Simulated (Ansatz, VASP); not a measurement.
MgO: VASP beside Ansatz

File POSCAR:

```
MgO
1.0
    3.2882172536      0.0000000000      0.0000000000
   -1.6441086268      2.8476796748      0.0000000000
    0.0000000000      0.0000000000      5.0343661375
Mg O
2 2
Direct
    0.3333333333      0.6666666667     -0.0098385294
    0.6666666667      0.3333333333      0.4901614706
    0.3333333333      0.6666666667      0.3848385294
    0.6666666667      0.3333333333      0.8848385294
```

File INCAR.step1:

```
SYSTEM = MgO
ALGO     = Normal         ! electronic algorithm
EDIFF    = 1E-4           ! SCF threshold, eV
ENCUT    = 520            ! plane-wave cutoff, eV
GGA      = PE             ! functional
ISMEAR   = 0              ! smearing method
LASPH    = .TRUE.         ! aspherical terms in the spheres
LCHARG   = .FALSE.        ! write CHGCAR
LREAL    = .FALSE.        ! projectors in reciprocal space
LWAVE    = .TRUE.         ! write WAVECAR
NBANDS   = 16             ! bands
NELM     = 80             ! most SCF steps
PREC     = Accurate       ! precision mode
SIGMA    = 0.01           ! smearing width, eV
```

INCAR.step2

```
SYSTEM = MgO
ALGO     = Normal         ! electronic algorithm
EDIFF    = 1E-7           ! SCF threshold, eV
ENCUT    = 520            ! plane-wave cutoff, eV
ISIF     = 2              ! what is computed and relaxed
ISMEAR   = 0              ! smearing method
ISTART   = 1            
LASPH    = .TRUE.         ! aspherical terms in the spheres
LCHARG   = .FALSE.        ! write CHGCAR
LMIXTAU  = .TRUE.       
LREAL    = .FALSE.        ! projectors in reciprocal space
LWAVE    = .FALSE.        ! write WAVECAR
METAGGA  = R2SCAN         ! meta-GGA
NBANDS   = 16             ! bands
NELM     = 80             ! most SCF steps
PREC     = Accurate       ! precision mode
SIGMA    = 0.01           ! smearing width, eV
```

Contents of KPOINTS:

```
k-points
0
G
  6 6 4
  0 0 0
```

Input for Ansatz:

```yaml
crystal:
  lattice:
    - [3.2882172536, 0.0, 0.0]
    - [-1.6441086268, 2.8476796748, 0.0]
    - [0.0, 0.0, 5.0343661375]
  atoms:
    - { symbol: Mg, position: [0.3333333333, 0.6666666667, -0.0098385294] }
    - { symbol: Mg, position: [0.6666666667, 0.3333333333, 0.4901614706] }
    - { symbol: O, position: [0.3333333333, 0.6666666667, 0.3848385294] }
    - { symbol: O, position: [0.6666666667, 0.3333333333, 0.8848385294] }
kpoints:
  mp_grid: { grid: [6, 6, 4] }
hamiltonian:
  xc: r2scan
scf:
  occupations: { method: fixed }
  n_extra_bands: 5
output:
  forces: true
  stress: true
  eigenvalues: true
```

The cell was built by a generator and needn't be a form met in nature.

Alike in both runs: task single point; functional r2SCAN; k mesh 6 × 6 × 4; no spin polarisation.

|  | VASP | Ansatz |
| --- | --- | --- |
| version | VASP 6.6.1 | Ansatz 0.2.0 |
| potentials or method | VASP PAW PBE potentials, release 64 (Mg, O) | plane waves, PAW |
| plane-wave cutoff (eV) | 520 | 500 |
| occupations | gaussian, width 0.01 eV | fixed |
| valence electrons in the cell | 16 | 32 |

```tsv
	VASP	Ansatz	Ansatz less VASP
gap on the k mesh at the Fermi level (eV)	4.21	4.22	+0.015
pressure (GPa)	-0.6	0.0	+0.57
```

The two sets of potentials don't hold the same shells in valence.

Caveats: the PAW data sets were made with another functional, which shifts forces and pressure a little (VASP). r2SCAN opens gaps a little over a GGA but as a rule still falls short of measured ones.
